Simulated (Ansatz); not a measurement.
A trace of molecular dynamics of a periodic cell of 28 atoms, TiAl$_{27}$ (surface Al(100), adsorbate Ti).

The calculation used Ansatz, DFT PBEsol, scalar-relativistic, plane waves, PAW. Settings: cutoff 420 eV, k mesh 1x1x1, fermi-dirac smearing 0.1 eV, no spin polarisation.

| Property | Result |
| --- | --- |
| ensemble | NVE (velocity Verlet) |
| starting velocities drawn for | 1050 K |
| atoms held | 1 to 9 |
| seed | 340143 |

```json
{"time (fs)": "0.0", "T (K)": "1050", "potential energy less start (eV)": "0.000", "conserved less start (meV/atom)": "0.00"}
{"time (fs)": "16.0", "T (K)": "719", "potential energy less start (eV)": "0.815", "conserved less start (meV/atom)": "0.07"}
{"time (fs)": "32.0", "T (K)": "694", "potential energy less start (eV)": "0.875", "conserved less start (meV/atom)": "0.04"}
{"time (fs)": "48.0", "T (K)": "781", "potential energy less start (eV)": "0.661", "conserved less start (meV/atom)": "0.03"}
{"time (fs)": "64.0", "T (K)": "774", "potential energy less start (eV)": "0.679", "conserved less start (meV/atom)": "0.04"}
{"time (fs)": "80.0", "T (K)": "741", "potential energy less start (eV)": "0.761", "conserved less start (meV/atom)": "0.06"}
{"time (fs)": "96.0", "T (K)": "792", "potential energy less start (eV)": "0.634", "conserved less start (meV/atom)": "0.04"}
{"time (fs)": "112.0", "T (K)": "777", "potential energy less start (eV)": "0.671", "conserved less start (meV/atom)": "0.04"}
{"time (fs)": "128.0", "T (K)": "718", "potential energy less start (eV)": "0.817", "conserved less start (meV/atom)": "0.06"}
{"time (fs)": "144.0", "T (K)": "727", "potential energy less start (eV)": "0.795", "conserved less start (meV/atom)": "0.03"}
{"time (fs)": "160.0", "T (K)": "627", "potential energy less start (eV)": "1.041", "conserved less start (meV/atom)": "0.05"}
{"time (fs)": "176.0", "T (K)": "626", "potential energy less start (eV)": "1.042", "conserved less start (meV/atom)": "0.06"}
{"time (fs)": "192.0", "T (K)": "812", "potential energy less start (eV)": "0.585", "conserved less start (meV/atom)": "0.04"}
{"time (fs)": "208.0", "T (K)": "861", "potential energy less start (eV)": "0.465", "conserved less start (meV/atom)": "0.02"}
{"time (fs)": "224.0", "T (K)": "715", "potential energy less start (eV)": "0.826", "conserved less start (meV/atom)": "0.06"}
{"time (fs)": "240.0", "T (K)": "648", "potential energy less start (eV)": "0.989", "conserved less start (meV/atom)": "0.03"}
{"time (fs)": "256.0", "T (K)": "623", "potential energy less start (eV)": "1.050", "conserved less start (meV/atom)": "0.07"}
{"time (fs)": "272.0", "T (K)": "820", "potential energy less start (eV)": "0.566", "conserved less start (meV/atom)": "0.01"}
{"time (fs)": "288.0", "T (K)": "755", "potential energy less start (eV)": "0.727", "conserved less start (meV/atom)": "0.05"}
{"time (fs)": "304.0", "T (K)": "701", "potential energy less start (eV)": "0.859", "conserved less start (meV/atom)": "0.05"}
{"time (fs)": "320.0", "T (K)": "686", "potential energy less start (eV)": "0.895", "conserved less start (meV/atom)": "0.06"}
{"time (fs)": "336.0", "T (K)": "798", "potential energy less start (eV)": "0.621", "conserved less start (meV/atom)": "0.05"}
{"time (fs)": "352.0", "T (K)": "908", "potential energy less start (eV)": "0.348", "conserved less start (meV/atom)": "0.00"}
{"time (fs)": "368.0", "T (K)": "738", "potential energy less start (eV)": "0.769", "conserved less start (meV/atom)": "0.08"}
{"time (fs)": "384.0", "T (K)": "855", "potential energy less start (eV)": "0.478", "conserved less start (meV/atom)": "0.01"}
{"time (fs)": "400.0", "T (K)": "786", "potential energy less start (eV)": "0.649", "conserved less start (meV/atom)": "0.04"}
{"time (fs)": "416.0", "T (K)": "692", "potential energy less start (eV)": "0.881", "conserved less start (meV/atom)": "0.06"}
```

**Question.** Can this run be trusted? Judge the integration.

**Answer.** The conserved energy stayed within 0.084 meV per atom of its start (net change 0.036 meV per atom), so the integration is sound. A run of 0.42 ps of so small a system gives no equilibrium averages. Limits of this set-up: coarse k mesh, thin slab, slab without dipole correction. The time step was 2 fs.

Run time: 14 min on 1 thread of Arm Neoverse V2, with other jobs on the host, peak memory 0.78 GiB.
